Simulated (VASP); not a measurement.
BN: band structure with TB-mBJ

Crystal: BN.

```xyz
4
Lattice="2.5068 0.0000 0.0000 -1.2534 2.1710 0.0000 0.0000 0.0000 6.5855" Properties=species:S:1:pos:R:3 pbc="T T T"
B     0.0000    1.4473    1.6464
B     1.2534    0.7237    4.9391
N     0.0000    1.4473    4.9391
N     1.2534    0.7237    1.6464
```

```
Program                : VASP 6.6.1
Task                   : band structure
Functional             : TB-mBJ
Potentials or basis    : VASP PAW PBE potentials, release 64 (B, N)
Cutoff                 : 520 eV
k mesh                 : 15 × 15 × 6
Occupations            : gaussian, width 0.02 eV
Spin                   : no spin polarisation
Further INCAR settings : ALGO = Normal; EDIFF = 1e-07
```

| Item | Value |
| --- | --- |
| Band gap on the k mesh | 6.04 eV, indirect (least direct gap 6.37 eV) |
| Band gap along the path | 5.97 eV, indirect (least direct gap 6.35 eV) |

Levels at the corners of the path, in eV from the valence-band top:
| point | band 5 | band 6 | band 7 | band 8 | band 9 | band 10 | band 11 | band 12 |
| --- | --- | --- | --- | --- | --- | --- | --- | --- |
| Γ | -1.85 | -1.85 | -1.82 | -1.82 | 6.64 | 12.02 | 12.35 | 12.36 |
| M | -4.52 | -4.45 | -1.23 | -0.38 | 5.97 | 7.23 | 10.47 | 10.70 |
| M | -4.52 | -4.45 | -1.23 | -0.38 | 5.97 | 7.23 | 10.47 | 10.70 |
| K | -7.58 | -7.58 | -0.09 | -0.09 | 6.70 | 6.70 | 12.07 | 14.60 |
| K | -7.58 | -7.58 | -0.09 | -0.09 | 6.70 | 6.70 | 12.07 | 14.60 |
| Γ | -1.85 | -1.85 | -1.82 | -1.82 | 6.64 | 12.02 | 12.34 | 12.34 |
| Γ | -1.85 | -1.85 | -1.82 | -1.82 | 6.64 | 12.02 | 12.34 | 12.35 |
| A | -1.84 | -1.84 | -1.84 | -1.84 | 9.03 | 9.03 | 12.40 | 12.40 |
| A | -1.84 | -1.84 | -1.84 | -1.84 | 9.03 | 9.03 | 12.40 | 12.40 |
| L | -4.49 | -4.49 | -0.79 | -0.79 | 6.35 | 6.35 | 10.73 | 10.73 |
| L | -4.49 | -4.49 | -0.79 | -0.79 | 6.35 | 6.35 | 10.73 | 10.73 |
| H | -7.59 | -7.59 | -0.04 | -0.04 | 6.48 | 6.48 | 13.31 | 13.31 |
| H | -7.59 | -7.59 | -0.04 | -0.04 | 6.48 | 6.48 | 13.31 | 13.31 |
| A | -1.84 | -1.84 | -1.84 | -1.84 | 9.03 | 9.03 | 12.40 | 12.40 |
| L | -4.49 | -4.49 | -0.79 | -0.79 | 6.35 | 6.35 | 10.73 | 10.73 |
| M | -4.52 | -4.45 | -1.23 | -0.38 | 5.97 | 7.23 | 10.47 | 10.70 |
| K | -7.58 | -7.58 | -0.09 | -0.09 | 6.70 | 6.70 | 12.07 | 14.60 |
| H | -7.59 | -7.59 | -0.04 | -0.04 | 6.48 | 6.48 | 13.31 | 13.31 |

Wall time 2.2 min on 1 thread of Intel(R) Xeon(R) 6975P-C (Granite Rapids), on a shared host, peak memory 0.2 GiB.
